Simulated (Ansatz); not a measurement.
# Relaxing Cr

Method: Ansatz 0.2.0, DFT r2SCAN, scalar-relativistic, plane waves, PAW.

The start is a database structure of Cr, space group Fm-3m (No. 225).

The final relaxation ran on this input, with the default PAW datasets:

```yaml
crystal:
  lattice:
    - [0.0, 1.8026297405, 1.8026297405]
    - [1.8026297405, 0.0, 1.8026297405]
    - [1.8026297405, 1.8026297405, 0.0]
  atoms:
    - { symbol: Cr, position: [0.0, 0.0, 0.0], spin: 0.45 }
basis:
  ecutwfc: 500
kpoints:
  mp_grid: { grid: [26, 26, 26] }
hamiltonian:
  xc: r2scan
scf:
  occupations: { method: gaussian, width: 0.1 }
output:
  forces: true
  stress: true
  eigenvalues: true
  populations: true
magnetization:
  spin_polarized: true
relax:
  adjacent_minimum: "off"
  f_tol: 0.01
  max_steps: 80
  cell: { stress_tol: 0.05 }
```

It can be run as:

```bash
ansatz run input.yaml --threads 1 --pin off --backend cpu --events-out ev --progress --plain --runs-dir out  # memory cap (--max-ram) not shown
```

End of the output:

```
SCF converged after 12 iterations
Stability not checked: this state was not tested for a lower state beside it, because the mixer in use, unlike msr1, does not test its closes by its own steps (another_mixer; see scf.mixing.algorithm and scf.lower_state_search)
Magnetization:  0.0000 μB (7.0000 up, 7.0000 down)
Absolute magnetization: 0.0000 μB (∫|ρ↑−ρ↓|, with the PAW one-centre terms)
Spin contamination: 0.0000 ħ² per cell (⟨S²⟩ above its minimum at these occupations)
Per-site moments (μB) at R_I (Å): [(-0.000015, 1.049004)]
Free energy (F): -3381.995647 eV
Harris-Foulkes:  -3381.995647 eV  (|F-HF|=1.55e-11)
Internal energy: -3381.987300 eV  (E = F + TS)
E sigma→0 (E₀):  -3381.991473 eV
Entropy (-TS):   -0.008347 eV (-8.347 meV/atom)
Fermi energy:    18.941303 eV
--- Per-component energies (eV) ---
  E_band       = -162.238828
  E_kinetic    = 343.879009
  E_local      = -1180.650038  (includes V_loc(G=0)·N_el)
  E_nonlocal   = 79.093387
  E_hartree    = 515.229805
  E_xc         = -137.897227
  E_vxc        = -200.711553  (∫ρ·V_xc dr)
  E_paw        = -1202.349554  (= ΣΔE_a)
  E_vpaw       = -246.997836  (= ΣTr[D̂ρ^β])
  E_aug_tail   = 0.000197  (compensation charges beyond the density's cutoff)
  E_vtau       = 12.688344  (kinetic-family band-sum trace: ∫τ·v_τ [+ j·A + Jᵃ·Aᵃ] dr)
  E_ewald      = -1799.020552
  E_core_change = -0.272327  (= ΣΔE_core)
  E_smearing   = -0.008347  (= −TS)
  E_closure    =  0.000000  (closes the sum)
  Σ components = -3381.995647   (vs F -3381.995647, Δ=0.00e0)
--- Forces (eV/Å), atoms counted from 1 ---
  atom   1  Cr     0.00000000     0.00000000     0.00000000
  max |Σ_I F_I| component: 4.11e-32 eV/Å
--- Stress (GPa, compression-positive) ---
        0.001707       0.000000       0.000000
        0.000000       0.001707       0.000000
        0.000000       0.000000       0.001707
  P = ⅓ Tr σ = 0.0017 GPa (0.017 kbar)
  k-point 0 ↑: bands = ["-55.4238", "-24.9747", "-24.9747", "-24.9747", "10.8121", "18.4499", "18.4499", "18.4499", "20.5326", "20.5326", "39.5410", "45.7911"]
  k-point 1 ↑: bands = ["-55.4210", "-24.9889", "-24.9765", "-24.9765", "10.8765", "18.4175", "18.4718", "18.4718", "20.5197", "20.5197", "39.5661", "45.1194"]
  k-point 2 ↑: bands = ["-55.4127", "-25.0308", "-24.9817", "-24.9817", "11.0673", "18.3251", "18.5337", "18.5337", "20.4855", "20.4855", "39.6070", "43.7570"]
  k-point 510 ↓: bands = ["-55.1636", "-25.6167", "-25.5502", "-25.3187", "15.8480", "16.9353", "17.4936", "20.2764", "21.9414", "28.8591", "29.9909", "31.6198"]
--- Relaxed structure (3 steps of the walk, 3 accepted, 1 SCFs on fresh bases) ---
  F+E_penalty+E_count = -3381.99564695 eV   max|allowed force component| = 0.000e0 eV/Å   (the final SCF, on the basis selected at the relaxed cell)
  cell:  # Å, volume = 11.6290 Å³
    - [0.000000, 1.798200, 1.798200]
    - [1.798200, 0.000000, 1.798200]
    - [1.798200, 1.798200, 0.000000]
  atoms:
    - { symbol: Cr, position: [0.0, 0.0, 0.0] }
--- Löwdin populations: 1 site ---
  site symbol q [e]    m [muB]
     0     Cr     13.8969     0.0000
  spilling = 0.007361 (of n_electrons = 14.000000)
```

Total energies depend on the potentials used, so only differences within one code and one set of settings carry meaning.

The result has space group Fm-3m (No. 225). Around Cr lie 12 Cr at 2.54 Å.

It lies 0.72 eV/atom above the element's standard state at the same level.

For metals, differences of a few meV/atom aren't resolved.

Symmetry constrained the relaxation, so the result can be a saddle point.